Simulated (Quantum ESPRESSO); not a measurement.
# Pb: equation of state with PBEsol

The system is Pb.

```xyz
2
Lattice="0.0000 3.4390 3.4390 3.4390 0.0000 3.4390 3.4390 3.4390 0.0000" Properties=species:S:1:pos:R:3 pbc="T T T"
Pb    1.7195    1.7195    1.7195
Pb    0.0000    0.0000    0.0000
```

This isn't the form of Pb at room conditions, which is fcc.

* Program: Quantum ESPRESSO 7.5
* Task: equation of state
* Functional: PBEsol
* Potentials or basis: GBRV 1.5 PBEsol
* Cutoff: 612 eV
* Density cutoff: 4898 eV
* k mesh: 7 × 7 × 7
* Occupations: fermi-dirac, width 0.05 eV
* Spin: no spin polarisation

The equilibrium volume is 41.13 Å³/atom, the bulk modulus is 31 GPa and the pressure derivative of the bulk modulus is 4.7.

Energy against volume, from the lowest point:
```
volume (Å³/atom)  energy (meV/atom)
          38.232              22.12
          39.045              10.84
          39.859               3.69
          40.672               0.20
          41.486               0.00
          42.299               2.70
          43.112               8.04
```

All runs of the series together: 90 s on 2 threads of Arm Neoverse V2 (shared host).

The run has no spin-orbit coupling, so splittings on Pb are missing.
